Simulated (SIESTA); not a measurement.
ZrB2 under changes of volume

One of the cells (10.249 Å³/atom); the others are scaled copies at fixed shape and fractional positions:

```
CELL_PARAMETERS angstrom
3.17000 0.00000 0.00000
-1.58500 2.74530 0.00000
0.00000 0.00000 3.53300
ATOMIC_POSITIONS crystal
Zr 0.00000 0.00000 0.00000
B 0.66667 0.33333 0.50000
B 0.33333 0.66667 0.50000
```

```yaml
Program: SIESTA 5.4.2
Functional: PBE
Potentials_or_basis: PseudoDojo 0.4 standard (PBE files)
Basis: DZ (energy shift 0.002 Ry)
Grid_cutoff: 800 Ry
Energy_shift: 0.002 Ry
k_mesh: 10 × 10 × 8
Occupations: fermi-dirac, width 0.05 eV
Spin: no spin polarisation
```

| volume (Å³/atom) | energy over the lowest point (meV/atom) | pressure (GPa) |
| --- | --- | --- |
| 9.634 | ? | ? |
| 9.839 | 19.39 | 13.4 |
| 10.044 | 6.14 | 7.5 |
| 10.249 | 0.00 | 2.3 |
| 10.454 | 0.20 | -2.5 |
| 10.659 | 6.24 | -6.9 |
| 10.864 | 17.69 | -10.9 |

Question: What does the run at 9.634 Å³/atom give?

Answer: Energy over the lowest point 40.67 meV/atom; pressure 20.0 GPa.

Worked out: A Birch-Murnaghan fit of order 3 (a polynomial in V^(-2/3)) to the other rows has its minimum at 10.34 Å³/atom with B0 = V·E''(V) = 242 GPa and B' = 3.6 at fixed shape and positions, which overstates the stiffness. It gives 40.29 meV/atom at 9.634 Å³/atom, against the run's 40.67, and -dE/dV = 19.5 GPa, against 20.0.

Energies are extrapolated to zero smearing.

Caveats: the basis has no polarisation orbitals; semicore shells carry a single zeta, which can move pressures by several GPa and volumes by a few percent; the basis of atomic orbitals isn't converged, which shifts pressures, moduli and gaps.
